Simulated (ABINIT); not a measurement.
MoS2:

```xyz
3
Lattice="3.2275 0.0000 0.0000 -1.6137 2.7951 0.0000 0.0000 0.0000 6.3125" Properties=species:S:1:pos:R:3 pbc="T T T"
Mo    0.0000    0.0000    3.1562
S     1.6137    0.9317    4.7008
S     0.0000    1.8634    1.6117
```

Measurements of this composition are mostly on another form, of space group No. 194.

| Item | Value |
| --- | --- |
| Program | ABINIT 10.8.3 (patched build) |
| Task | single point |
| Functional | PBEsol |
| Potentials or basis | PseudoDojo NC SR PBEsol v0.4.1 standard |
| Cutoff | 980 eV |
| k mesh | 7 × 7 × 3 |
| Occupations | fermi-dirac, width 0.05 eV |
| Spin | no spin polarisation |

On this cell: pressure -3.3 GPa; largest force 0.007 eV/Å; band gap on the k mesh none (metal or under the smearing width).

The same run follows on a disturbed copy (cell strained at random):

```xyz
3
Lattice="3.2220 0.0412 0.0307 -1.5753 2.6936 0.0087 0.0601 0.0543 6.5139" Properties=species:S:1:pos:R:3 pbc="T T T"
Mo    0.0300    0.0272    3.2569
S     1.6676    0.9658    4.8741
S     0.0391    1.8233    1.6792
```

Problem. What does the disturbed cell give?

Solution. The energy (extrapolated to zero smearing) moves by +11.8 meV/atom; pressure -3.4 GPa; largest force 0.545 eV/Å; band gap on the k mesh none (metal or under the smearing width).

Forces in eV/Å, atoms in the order of the input:
```
Mo   0.000  0.000  0.000
S   -0.307 -0.320 -0.317
S    0.307  0.320  0.317
```

Stress tensor (GPa, compression positive):
```
-6.53 -3.15 -2.89
-3.15  0.14 -2.98
-2.89 -2.98 -3.87
```

Caveats: this functional lacks dispersion, which binds the layers, so the pressure and a relaxed spacing across them are unreliable (some runs).
